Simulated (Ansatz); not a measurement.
Zincblende BaTe, relaxed with r2SCAN: 5 runs in the PAW code Ansatz, each a calculation of independent-particle optics. The symmetry is F-43m (No. 216, cubic); conventional cell a = 7.828 Å, 59.97 Å³ an atom. Ba has 4 Te at 3.39 Å; Te has 4 Ba at 3.39 Å. Simulation only: spin-unpolarised, and no claim that this is the phase found in nature.

```
CELL_PARAMETERS angstrom
0.00000 3.91416 3.91416
3.91416 0.00000 3.91416
3.91416 3.91416 0.00000
ATOMIC_POSITIONS crystal
Ba 0.00000 0.00000 0.00000
Te 0.25000 0.25000 0.25000
```

On meshes this coarse, single peaks can be features of the mesh. No local fields, no excitons; the zone sum runs over the cells of the mesh, and ε∞ includes the bands left out of the spectrum. Up to four peaks are listed, those above 15 % of the tallest and inside the complete range; the four can differ from row to row. Rows marked drawn have settings drawn at random (some not listed).

| functional | k mesh | broadening (eV) | scissors (eV) | range (eV) | settings | direct gap on the mesh before scissors (eV) | ε∞ xx | ε∞ yy | ε∞ zz | complete up to (eV) | tallest peaks of mean ε₂ (eV) |
| --- | --- | --- | --- | --- | --- | --- | --- | --- | --- | --- | --- |
| PBE | 4×4×4 | 0.1 | 0.00 | 0–15 | chosen | 2.94 | 4.59 | 4.59 | 4.59 | 15.0 | 3.90 4.15 4.55 5.65 |
| r2SCAN | 4×4×4 | 0.1 | 0.00 | 0–15 | chosen | 3.20 | 4.17 | 4.17 | 4.17 | 15.0 | 4.10 4.55 5.00 6.00 |
| r2SCAN | 4×4×4 | 0.4 | 1.50 | 0–10 | drawn | 3.20 | 3.54 | 3.54 | 3.54 | 10.0 | 6.20 9.80 |
| LDA | 6×6×6 | 0.05 | 0.60 | 0–15 | drawn | 2.72 | 4.39 | 4.39 | 4.39 | 15.0 | 4.35 4.60 5.05 6.10 |

Task: Estimate from these rows what the further settings give.
```json
{"functional": "PBE", "k mesh": "4×4×4", "broadening (eV)": "0.1", "scissors (eV)": "0.76 (to HSE06)", "range (eV)": "0–15", "settings": "chosen"}
```

Result:

| functional | k mesh | broadening (eV) | scissors (eV) | range (eV) | settings | direct gap on the mesh before scissors (eV) | ε∞ xx | ε∞ yy | ε∞ zz | complete up to (eV) | tallest peaks of mean ε₂ (eV) |
| --- | --- | --- | --- | --- | --- | --- | --- | --- | --- | --- | --- |
| PBE | 4×4×4 | 0.1 | 0.76 (to HSE06) | 0–15 | chosen | 2.94 | 4.12 | 4.12 | 4.12 | 15.0 | 4.65 4.90 5.30 6.40 |

The fundamental gap is indirect (2.57 eV with PBE on 4×4×4); the table holds the direct one.

No spin-orbit coupling is included; it can move band edges with weight on the heavy atoms by tenths of an eV.
